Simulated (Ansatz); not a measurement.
# SiO2: Quadrupolar parameters

The cell is a COD entry, ions relaxed with PBE at fixed cell.

Space group Pbcn (No. 60); a = 4.0970, b = 5.0462, c = 4.4946 Å.

| site | Wyckoff | site symmetry | x | y | z |
| --- | --- | --- | --- | --- | --- |
| Si | 4c | .2. | 0.0000 | 0.1524 | 0.2500 |
| O | 8d | 1 | 0.7316 | 0.6172 | 0.9200 |

One atom of each set is listed.

The numbers come from a DFT calculation in Ansatz (r2SCAN, plane waves and PAW (field gradients read without the response of the frozen cores, which leaves them typically 4 to 6 % off), scalar-relativistic, 500 eV cutoff, Γ-centred 5×4×5 k-points, Fermi–Dirac smearing 0.02 eV).

V_zz is the principal component of the electric field gradient with the largest magnitude, η = (V_xx − V_yy)/V_zz and C_Q = eQV_zz/h. ν_Q = 3|C_Q|/[2I(2I − 1)].

17O: I = 5/2, Q = -25.58 mb. Quadrupole moments are those of Pyykkö's year-2017 table.

| site | atoms | first shell | C_Q (MHz) | η | ν_Q (MHz) |
| --- | --- | --- | --- | --- | --- |
| O | 8 | 3 Si at 1.77–1.83 Å | 7.44 | 0.40 | 1.12 |

At O V_zz stands upright on the plane through its three neighbours (within 3°).

Si has no stable isotope with a ground-state quadrupole moment in the table, so these sites are left out.

At this cell the principal stresses reach 5 GPa in size with r2SCAN, which can matter for small gradients.

The run took 5.3 s of wall time (5.2 s of CPU time) and 0.62 GiB at its peak, on 1 thread of AMD EPYC 9R45 (Zen 5) (x86_64; 16 cores open to the job, memory cap 3.0 GiB, no GPU), a shared host with a load of 0.2 a core.
